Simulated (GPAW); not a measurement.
# MoS2 in GPAW: notebook

The runs below take MoS2 through band structure, dielectric tensor, with r2SCAN, LDA.

All numbers are computed with GPAW 26.7.0; they aren't measurements. Logs are shortened: lines on timing, memory, paths and dates and some standing lists are left out, and cuts for length are marked. The log counts tension as positive stress, the text compression.

## (1) Starting point

The cell holds a slab with vacuum, 3 atoms: a = 3.184 Å, b = 3.184 Å, c = 17.335 Å, α = 90.00°, β = 90.00°, γ = 120.00°.

## (2) Band structure, r2SCAN

Contents of run.py:

```python
from ase import Atoms
from ase.dft.bandgap import bandgap
from ase.io import write
from ase.units import GPa
from gpaw import GPAW, PW

atoms = Atoms(['Mo', 'S', 'S'],
              cell=[[3.1841260822, 0.0, 0.0],
                    [-1.5920630411, 2.757534076, 0.0],
                    [0.0, 0.0, 17.33459995]],
              scaled_positions=[[0.0, 0.0, 0.0],
                                [0.3333333333, 0.6666666667, 0.91050702],
                                [0.3333333333, 0.6666666667, 0.08949298]],
              pbc=True)

calc = GPAW(mode=PW(600),
            xc='MGGA_X_R2SCAN+MGGA_C_R2SCAN',
            kpts={'size': (8, 8, 2), 'gamma': True},
            occupations={'name': 'fermi-dirac', 'width': 0.05},
            nbands=25,
            convergence={'density': 1e-05, 'energy': 1e-05},
            maxiter=150,
            txt='gpaw.txt')
atoms.calc = calc
energy = atoms.get_potential_energy()
forces = atoms.get_forces()
stress = atoms.get_stress()
calc.write('gs.gpw')
write('result.traj', atoms)
print(f'Energy: {energy:.6f} eV')
print('Forces (eV/A):')
print(forces.round(4))
print('Stress (GPa):', (stress / GPa).round(3))
print('Fermi level:', round(calc.get_fermi_level(), 4), 'eV')
print(f'Gap: {bandgap(calc)[0]:.4f} eV, direct: {bandgap(calc, direct=True)[0]:.4f} eV')

path = atoms.cell.bandpath('GMKGALHA,LM,KH', npoints=80, eps=1e-4)
bs_calc = calc.fixed_density(kpts=path, symmetry='off', nbands=49,
                             convergence={'bands': 'CBM+6.0', 'eigenstates': 1e-6}, txt='bands.txt')
bs = bs_calc.band_structure()
bs.write('bs.json')
print(f'Gap on the path: {bandgap(bs_calc)[0]:.4f} eV')
```

Potentials or basis: GPAW PAW data sets (gpaw-data 1.2.1), pw.

Command:

```console
$ OMP_NUM_THREADS=1 python run.py
```

gpaw.txt:

```text
__  _  _
 | _ |_)|_||  |
 |__||  | ||/\| - 26.7.0

Input parameters:
  mode=PW(ecut=600.0),
  convergence={'density': 1e-05, 'energy': 1e-05},
  kpts=MonkhorstPack(size=(8, 8, 2), gamma=True),
  maxiter=150,
  nbands=25,
  occupations=Occupations(name='fermi-dirac', width=0.05),
  xc=XC(name='MGGA_X_R2SCAN+MGGA_C_R2SCAN')

Diagonalizing LCAO Hamiltonian
Converting LCAO to pw mode

         S

         S

       Mo

Atoms  # Å, Bohr magnetons
|   | symbol |         x |        y |         z |    initial magnetic moments |
|---|--------|-----------|----------|-----------|-----------------------------|
| 0 |     Mo |  0.000000 | 0.000000 |  0.000000 | ( 0.0000,  0.0000,  0.0000) |
| 1 |      S | -0.000000 | 1.838356 | 15.783275 | ( 0.0000,  0.0000,  0.0000) |
| 2 |      S | -0.000000 | 1.838356 |  1.551325 | ( 0.0000,  0.0000,  0.0000) |

Unit cell  # Å
| periodic |         x |        y |         z |   lengths |     angles |
|----------|-----------|----------|-----------|-----------|------------|
|      yes |  3.184126 | 0.000000 |  0.000000 |  3.184126 |  90.000000 |
|      yes | -1.592063 | 2.757534 |  0.000000 |  3.184126 |  90.000000 |
|      yes |  0.000000 | 0.000000 | 17.334600 | 17.334600 | 120.000000 |

Number of symmetries: 12
Symmetry operations  # r_c * U_cc + t_c -> r_c
|    | kind |            matrix            |
|----|------|------------------------------|
|  0 |  σ   |  1, 1, 0,  0,-1, 0,  0, 0, 1 |
|  1 |  C2  |  1, 1, 0,  0,-1, 0,  0, 0,-1 |
|  2 |  E   |  1, 0, 0,  0, 1, 0,  0, 0, 1 |
|  3 |  σ   |  1, 0, 0,  0, 1, 0,  0, 0,-1 |
|  4 |  C3  |  0, 1, 0, -1,-1, 0,  0, 0, 1 |
|  5 |  S3  |  0, 1, 0, -1,-1, 0,  0, 0,-1 |
|  6 |  σ   |  0,-1, 0, -1, 0, 0,  0, 0, 1 |
|  7 |  C2  |  0,-1, 0, -1, 0, 0,  0, 0,-1 |
|  8 |  σ   | -1, 0, 0,  1, 1, 0,  0, 0, 1 |
|  9 |  C2  | -1, 0, 0,  1, 1, 0,  0, 0,-1 |
| 10 |  C3  | -1,-1, 0,  1, 0, 0,  0, 0, 1 |
| 11 |  S3  | -1,-1, 0,  1, 0, 0,  0, 0,-1 |

BZ-sampling:
  Number of BZ points: 128
  Number of IBZ points: 20

  Monkhorst-Pack size: [8, 8, 2]
  Monkhorst-Pack shift: [0.0625, 0.0625, 0.25]

K-points  # in reciprocal-cell coordinates
|     |                                coordinates |     weight |
|-----|--------------------------------------------|------------|
|   0 | (  0.00000000,   0.00000000,   0.00000000) | 0.00781250 |
|   1 | (  0.00000000,   0.00000000,   0.50000000) | 0.00781250 |
|   2 | (  0.12500000,   0.00000000,   0.00000000) | 0.04687500 |
|   3 | (  0.12500000,   0.00000000,   0.50000000) | 0.04687500 |
|   4 | (  0.25000000,  -0.12500000,   0.00000000) | 0.04687500 |
|   5 | (  0.25000000,  -0.12500000,   0.50000000) | 0.04687500 |
|   6 | (  0.25000000,   0.00000000,   0.00000000) | 0.04687500 |
|   7 | (  0.25000000,   0.00000000,   0.50000000) | 0.04687500 |
|   8 | (  0.37500000,  -0.12500000,   0.00000000) | 0.09375000 |
|   9 | (  0.37500000,  -0.12500000,   0.50000000) | 0.09375000 |
| ... |                                            |            |
|  19 | (  0.50000000,   0.50000000,   0.50000000) | 0.02343750 |

Plane wave coefficients: 5109
Cutoff: 600.0 eV

Spin-components: 1 (collinear spins)
Bands:           25
Projectors:      16
Spin-degeneracy: 2
Datatype:        complex128

Parallelization:
  kpt:    1
  domain: 1
  band:   1

Density:
  Valence electrons: 26.0
  Components: 1
  Grid points: [18 18 98]
  Charge: 0.0  # |e|

Potential:
  Grid points: [18 18 98]

species:
  Mo:
    name:    Molybdenum
    Z:       42.0
    valence: 14
    core:    28
    charge:  0.0  # [|e|]
    compensation charges:
      type: gauss
      rc: 0.38  # [Å]
      lmax: 2
    cutoffs:
      filter: 2.16  # [Å]
      core: 1.42  # [Å]
    projectors
    | kind |    occ | energy [eV] | rcut [Å] |
    |------|--------|-------------|----------|
    |   4s |  2.000 |     -64.307 |    1.238 |
    |   5s |  1.000 |      -4.084 |    1.238 |
    |   4p |  6.000 |     -38.491 |    1.296 |
    |   5p |  0.000 |      -1.044 |    1.296 |
    |   4d |  5.000 |      -3.754 |    1.296 |
    |    d |        |      23.458 |    1.296 |

    Using partial waves for Mo as LCAO basis

  S:
    name:    Sulfur
    Z:       16.0
    valence: 6
    core:    10
    charge:  0.0  # [|e|]
    compensation charges:
      type: gauss
      rc: 0.24  # [Å]
      lmax: 2
    cutoffs:
      filter: 1.77  # [Å]
      core: 1.66  # [Å]
    projectors
    | kind |    occ | energy [eV] | rcut [Å] |
    |------|--------|-------------|----------|
    |   3s |  2.000 |     -17.254 |    0.974 |
    |   3p |  4.000 |      -7.008 |    0.979 |
    |    s |        |       9.957 |    0.974 |
    |    p |        |      20.203 |    0.979 |
    |    d |        |       0.000 |    0.900 |

    Using partial waves for S as LCAO basis

Reference energy: -131849.312427  # eV

eigensolver:
  PPCG
  Converge bands: occupied
  niter=2

density mixing:
  MSR1-Mixer
  Pratt-step length: 0.05
  Maximum mixing coefficient: 0.75
  Old densities: 10
  SVD Regularization: 0.005
  Good broyden scale: 1.0
  Trust region scale: 1.0
  Backstep threshold: 4.0
  History deletion threshold: 6.0
  Fourier metric: weight=20.0, sigma=0.015

occupation numbers:
  Fermi-Dirac:
    width: 0.0500  # eV

poisson solver:
  ecut: 4800.0  # eV

xc functional:
  name: MGGA_X_R2SCAN+MGGA_C_R2SCAN with 2 nearest neighbor stencil

convergence criteria:
- Maximum integral of absolute [dens]ity change: 1e-05 electrons / valence electron
- Maximum [total energy] change in last 3 cyles: 1e-05 eV / valence electron
- Maximum integral of absolute [eigenst]ate change: 4e-08 eV^2 / valence electron
maximum number of iterations: 150

SCF iterations
|iter     | |      energy | eigst |  dens |
|---------|-|-------------|-------|-------|
|iter:   1| |  -50.625058 | +0.42 |       |
|iter:   2| |  -42.511970 | -1.06 | -0.99 |
|iter:   3| |  -41.568186 | -0.88 | -1.04 |
|iter:   4| |  -41.549606 | -1.67 | -1.41 |
|iter:   5| |  -41.543229 | -2.19 | -1.61 |
|iter:   6| |  -41.537144 | -2.63 | -1.89 |
|iter:   7| |  -41.537600 | -4.00 | -2.78 |
|iter:   8| |  -41.537632 | -4.91 | -3.41 |
|iter:   9| |  -41.537634c| -5.96 | -4.05 |
|iter:  10| |  -41.537634c| -6.69 | -4.60 |
|iter:  11| |  -41.537634c| -7.56c| -5.43c|

Converged in 11 steps
Energy contributions relative to reference atoms: (reference = -131849.312427)

Energy contributions:
  Kinetic:         -13.759160
  Coulomb:           7.074218
  Zero:             -0.389921
  External:          0.000000
  Xc:              -34.462771
  Entropy:          -0.000000
  Spinorbit:         0.000000
  ----------------------------
  Free energy:     -41.537634
  Extrapolated:    -41.537634

dipole moment: (-9.401149, -8.362703, -65.017897)  # |e|*Ang

Fermi level: -0.462
Eigenvalues  # (at kpt = [0.000, 0.000, 0.000])
| band index |      eig [eV] | occ [0-2] |
|------------|---------------|-----------|
|          0 |       -64.298 |     2.000 |
|        ... |               |           |
|          5 |       -14.793 |     2.000 |
|          6 |        -7.223 |     2.000 |
|          7 |        -4.202 |     2.000 |
|          8 |        -4.202 |     2.000 |
|          9 |        -3.247 |     2.000 |
|         10 |        -3.052 |     2.000 |
[... 8 lines left out ...]
|         19 |         5.356 |     0.000 |
|         20 |         5.970 |     0.000 |
|        ... |               |           |
|         24 |         9.945 |     0.000 |

Gap: 1.841 eV
Transition (v -> c):
  (s=0, k=1, n=12, [0.00, 0.00, 0.50]) -> (s=0, k=12, n=13, [0.38, 0.38, 0.00])
Direct/indirect transitions are different
Direct gap: 2.075 eV
Transition at: (s=0, k=13, n=12, [0.38, 0.38, 0.50])

Forces  # eV/Ang
|        x |       y |        z |
|----------|---------|----------|
| -0.00000 | 0.00000 |  0.00000 |  # Mo   0
|  0.00000 | 0.00000 | -0.02549 |  # S    1
|  0.00000 | 0.00000 |  0.02549 |  # S    2

Stress tensor  # eV/Ang^3
|         x |         y |         z |
|-----------|-----------|-----------|
| -0.000193 |  0.000000 |  0.000000 |
|  0.000000 | -0.000193 |  0.000000 |
|  0.000000 |  0.000000 | -0.000274 |

# Writing to gs.gpw (mode='')
```

Run time: 12 min. Hardware: 1 thread of Arm Neoverse V1, shared host; peak memory 0.8 GiB.

Results:

- Free energy: -41.5376 eV
- Largest force: 0.025 eV/Å
- Band gap on the k mesh: 1.84 eV, indirect (least direct gap 2.08 eV)
- Band gap along the path: 1.65 eV, indirect (least direct gap 1.75 eV)

Forces on the atoms (eV/Å):
```
Mo   0.000  0.000  0.000
S    0.000  0.000 -0.025
S    0.000  0.000  0.025
```

Levels at the corners of the path, in eV from the valence-band top:
| point | band 10 | band 11 | band 12 | band 13 | band 14 | band 15 | band 16 | band 17 |
| --- | --- | --- | --- | --- | --- | --- | --- | --- |
| Γ | -1.91 | -1.71 | -1.71 | 0.00 | 2.88 | 2.88 | 3.13 | 3.14 |
| M | -3.42 | -2.02 | -1.18 | -0.70 | 2.27 | 2.80 | 4.13 | 4.50 |
| K | -3.79 | -3.06 | -2.31 | -0.10 | 1.65 | 3.25 | 3.68 | 5.10 |
| Γ | -1.91 | -1.71 | -1.71 | 0.00 | 2.88 | 2.88 | 3.13 | 3.14 |
| A | -1.91 | -1.71 | -1.71 | 0.00 | 2.88 | 2.88 | 3.13 | 3.14 |
| L | -3.42 | -2.02 | -1.18 | -0.70 | 2.27 | 2.80 | 4.13 | 4.50 |
| H | -3.79 | -3.06 | -2.31 | -0.10 | 1.65 | 3.25 | 3.68 | 5.10 |
| A | -1.91 | -1.71 | -1.71 | 0.00 | 2.88 | 2.88 | 3.13 | 3.14 |
| L | -3.42 | -2.02 | -1.18 | -0.70 | 2.27 | 2.80 | 4.13 | 4.50 |
| M | -3.42 | -2.02 | -1.18 | -0.70 | 2.27 | 2.80 | 4.13 | 4.50 |
| K | -3.79 | -3.06 | -2.31 | -0.10 | 1.65 | 3.25 | 3.68 | 5.10 |
| H | -3.79 | -3.06 | -2.31 | -0.10 | 1.65 | 3.25 | 3.68 | 5.10 |

Caveat: the PAW data sets were made with another functional, which shifts forces and pressure a little. r2SCAN opens gaps a little over a GGA but as a rule still falls short of measured ones.

[end of part 1 of 2]
